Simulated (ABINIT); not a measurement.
Crystal: P.

```
CELL_PARAMETERS angstrom
1.64774 -5.46504 0.00000
1.64774 5.46504 0.00000
0.00000 0.00000 4.54364
ATOMIC_POSITIONS crystal
P 0.90414 0.09586 0.58882
P 0.09586 0.90414 0.41118
P 0.59586 0.40414 0.08882
P 0.40414 0.59586 0.91118
```

Program: ABINIT 10.8.3 (patched build). Alike in all runs: task single point; no spin polarisation; cell as given; cutoff (eV) 544; smearing fermi-dirac 0.05 eV.

Task: Order these runs on this cell by their pressure, lowest first.
A. level LDA; potentials or basis JTH PAW LDA v2.0; k mesh 6 × 6 × 5; mesh quality not flagged
B. level PBEsol; potentials or basis JTH PAW PBE v2.0; k mesh 3 × 3 × 2; mesh quality coarse
C. level PBE; potentials or basis JTH PAW PBE v2.0; k mesh 3 × 3 × 2; mesh quality coarse

Result: A (-2.1 GPa), B (-0.1 GPa), C (2.3 GPa).

Caveats: some runs use coarse meshes; the PAW data sets were made with another functional, which shifts forces and pressure a little (some runs).

Not every run made on this cell is shown here.
